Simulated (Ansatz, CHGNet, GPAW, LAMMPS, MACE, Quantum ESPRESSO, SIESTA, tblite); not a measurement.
# Forces in glassy 68SiO2-14MgO-11ZnO-7BaO (mol %) (75 atoms), program by program

Aim: forces, pressure and gap of glassy 68SiO2-14MgO-11ZnO-7BaO (mol %) (75 atoms) at one geometry, from other programs and methods, against plane-wave PBE.

Results are calculated, not measured.

### 1. The structure

The cell holds 75 atoms (19 Si, 4 Mg, 3 Zn, 2 Ba and 47 O), with edges of 10.68, 10.68 and 10.68 Å. Recipe: 75 atoms (19 Si, 4 Mg, 3 Zn, 2 Ba, 47 O) placed at random at 2.53 g/cm³, melted at 4000 K for 10 ps at fixed volume with the Morse and Coulomb pair potential with partial charges (Pedone, Malavasi, Menziani, Cormack and Segre, J. Phys. Chem. B 110, 11780 (2006)). Quenched from 4000 K to 300 K at 25 K/ps and fixed volume, held 5 ps, then minimised at fixed cell. The density is 2.53 g/cm³.

### 2. The reference input

Quantum ESPRESSO 7.5: Kohn-Sham DFT, PBE, SSSP efficiency 1.3.0 pseudopotentials, plane waves. Its input, pw.in:

```
&control
  calculation = 'scf'
  pseudo_dir = './pseudo'
  outdir = './tmp'
  disk_io = 'none'
  tprnfor = .true.
  tstress = .true.
/
&system
  ibrav = 0
  nat = 75
  ntyp = 5
  ecutwfc = 60
  ecutrho = 480
  nosym = .true.
  occupations = 'smearing'
  smearing = 'fd'
  degauss = 0.003675
/
&electrons
  conv_thr = 3.8e-07
  electron_maxstep = 100
  mixing_beta = 0.4
  mixing_mode = 'plain'
  diagonalization = 'david'
/
ATOMIC_SPECIES
Si 28.085 Si.upf
Mg 24.305 Mg.upf
Zn 65.380 Zn.upf
Ba 137.327 Ba.upf
O 15.999 O.upf
CELL_PARAMETERS angstrom
10.67530 0.00000 0.00000
0.00000 10.67530 0.00000
0.00000 0.00000 10.67530
ATOMIC_POSITIONS crystal
Si 0.33380 0.89179 0.39710
Si 0.35101 0.39243 0.12862
Si 0.83909 0.30050 0.01938
Si 0.88301 0.56968 0.89116
[... 69 atom lines left out ...]
O 0.86314 0.42764 0.93787
O 0.35361 0.98165 0.27877
K_POINTS gamma
```

```console
$ OMP_NUM_THREADS=1 mpirun -np 4 pw.x -in pw.in > output.txt
```

It took 3.7 min on 4 MPI ranks of Arm Neoverse V1, shared host; peak memory 3.8 GiB; 15 min of CPU time.

It converged with an r.m.s. force component of 0.85 eV/Å and a pressure of 0.52 GPa.

Its highest filled and lowest empty levels lie 2.28 eV apart on its k-points.

### 3. The other programs

- CHGNet: machine-learned potential, published weights.
- GPAW 26.7.0: PAW with atomic orbitals (LCAO), plane waves or a real-space grid of spacing h.
- MACE: machine-learned potential, published weights.
- SIESTA 5.4.2: numerical atomic orbitals, whose automatically made sets are far from complete, with PseudoDojo norm-conserving potentials that we converted to its format (checked against plane waves on the same files for H, C, O, Si, Ge and Ca alone); labels give functional, basis size, energy shift and mesh cutoff.
- tblite 0.8.0: extended tight binding, driven from Python.

All use the same cell and atoms, and the electronic-structure runs the same k-mesh.

### 4. All runs compared

Differences are against the reference: forces as r.m.s. over components, share as that over the reference's r.m.s. force, slope as the fitted ratio of a run's forces to the reference's.

| run | Δ force, r.m.s. (meV/Å) | share (%) | slope | Δ pressure (GPa) | Δ gap (eV) | cores | CPU time | memory (GiB) |
| --- | --- | --- | --- | --- | --- | --- | --- | --- |
| reference | - | - | - | - | - | 4 | 15 min | 3.8 |
| CHGNet r2SCAN potential | 285 | 33.6 | 0.690 | -3.35 | - | 1 | 3.9 s | 0.89 |
| GPAW PBE, LCAO dzp, h 0.18 Å | 306 | 36.0 | 1.309 | - | -0.168 | 1 | 3 min | 1.6 |
| GPAW PBE, LCAO szp(dzp), h 0.18 Å (coarse) | 303 | 35.7 | 1.259 | - | -0.289 | 1 | 2.2 min | 1.5 |
| GPAW RPBE, LCAO dzp, h 0.18 Å | 347 | 40.9 | 1.321 | - | -0.056 | 1 | 3.1 min | 1.6 |
| MACE MP-0b2 small potential | 128 | 15.1 | 0.919 | 0.135 | - | 1 | 7.1 s | 0.66 |
| MACE MP-0b3 medium potential | 108 | 12.7 | 0.928 | 0.0504 | - | 1 | 8.9 s | 0.92 |
| SIESTA PBE, DZ, shift 0.01 Ry, mesh 500 Ry (coarse) | 909 | 107 | 1.805 | 9.24 | -0.467 | 1 | 1.9 min | 0.93 |
| SIESTA PBE, DZP, shift 0.002 Ry, mesh 500 Ry | 209 | 24.6 | 1.187 | 2.33 | -0.313 | 2 | 8.6 min | 2.6 |
| SIESTA PBE, DZP, shift 0.01 Ry, mesh 500 Ry | 234 | 27.6 | 1.199 | 1.57 | -0.310 | 2 | 4.2 min | 1.8 |
| SIESTA PBE, SZ, shift 0.02 Ry, mesh 500 Ry (coarse) | 863 | 102 | 1.738 | 6.34 | -1.42 | 1 | 84 s | 0.72 |
| SIESTA PBE, SZP, shift 0.01 Ry, mesh 500 Ry (coarse) | 432 | 51.0 | 1.329 | 5.07 | -0.270 | 2 | 3.5 min | 1.7 |
| SIESTA PBE, TZP, shift 0.01 Ry, mesh 500 Ry | 180 | 21.3 | 1.141 | 0.327 | -0.295 | 2 | 5.5 min | 2.1 |
| tblite GFN1-xTB | 508 | 59.9 | 0.922 | -2.93 | - | 1 | 4.3 s | 0.11 |

Rows marked coarse were listed beforehand as settings not expected to be converged; some can still land near the reference.

Times of the machine-learned potentials are mostly Python's start and the loading of weights.

CPU time is summed over cores on shared hosts, so it is rough.

### 5. Findings

Forces lie from 13 % (MACE MP-0b3 medium potential) to 107 % (SIESTA PBE, DZ, shift 0.01 Ry, mesh 500 Ry, coarse) of the reference's r.m.s. force of 0.85 eV/Å away from it. The PBE runs in local orbitals, coarse settings apart, differ by 21 % (SIESTA PBE, TZP, shift 0.01 Ry, mesh 500 Ry) to 36 % (GPAW PBE, LCAO dzp, h 0.18 Å); basis, grid and potentials can all enter. Tight binding differs by 60 % (tblite GFN1-xTB); it is another model, with fitted parameters of its own, and the xTB methods hold dispersion. Machine-learned potentials differ by 13 % (MACE MP-0b3 medium potential) to 34 % (CHGNet r2SCAN potential); they were trained on other programs' data, some at another functional.

Rows with another functional or a dispersion term differ by 41 % (GPAW RPBE, LCAO dzp, h 0.18 Å), which mixes the change of model with differences of basis and potentials. Runs with settings chosen to be coarse differ by 36 % (GPAW PBE, LCAO szp(dzp), h 0.18 Å) to 107 % (SIESTA PBE, DZ, shift 0.01 Ry, mesh 500 Ry), their programs' other errors included. GPAW PBE, LCAO dzp, h 0.18 Å stiffens the forces by a factor of 1.31 while following their directions (correlation 0.990); the slopes of the 3 GPAW runs lie between 1.26 and 1.32; the difference isn't even, but is largest on one element. Pressures at PBE, coarse settings apart, lie +0.33 to +2.33 GPa from the reference's. Gaps at PBE, coarse settings apart, lie -0.31 to -0.17 eV from the reference's.

Caveats: Periodic xTB results under one method name differ between programs and library versions. The potentials hold different valence shells: 446 electrons in the reference, 454 in GPAW and 478 in SIESTA; this bears on time and differences. The reference's pressure holds the uncorrected Pulay stress of its 60 Ry basis, so small pressure differences may be the reference's own error. Machine-learned potentials mimic data converged in k, so the reference's own k-point error enters their differences. The quench rate of 25 K/ps is many orders above laboratory rates, so the cell is likely richer in defects and strain than a real sample. The network of bonds at the start is that of the classical potential that made the cell, and needn't be the one that DFT or experiment would give. The reference's stress is far from hydrostatic: its diagonal is 1.5, -2.2, 2.2 GPa, compression counted positive. The electronic-structure runs sample only Γ, in a cell whose shortest periodic width is 11 Å. Spin–orbit coupling is left out, which matters for the levels of the heavy elements. Where levels are smeared, the DFT runs use Fermi–Dirac occupations at 580 K (0.05 eV), and energies are free energies. The reference's cutoffs and mesh weren't converged further here.

[Logs are printed without paths, hosts, clocks, repeated set-up lines and the standing remarks that a program may print on its own settings, such as how far it seeks lower states.]

[Hosts, paths, dates, database ids (printed as entryN), source tags and the programs' standing remarks are cut or masked in the printed files.]

[Cells were taken only where this reference lay near another plane-wave run.]
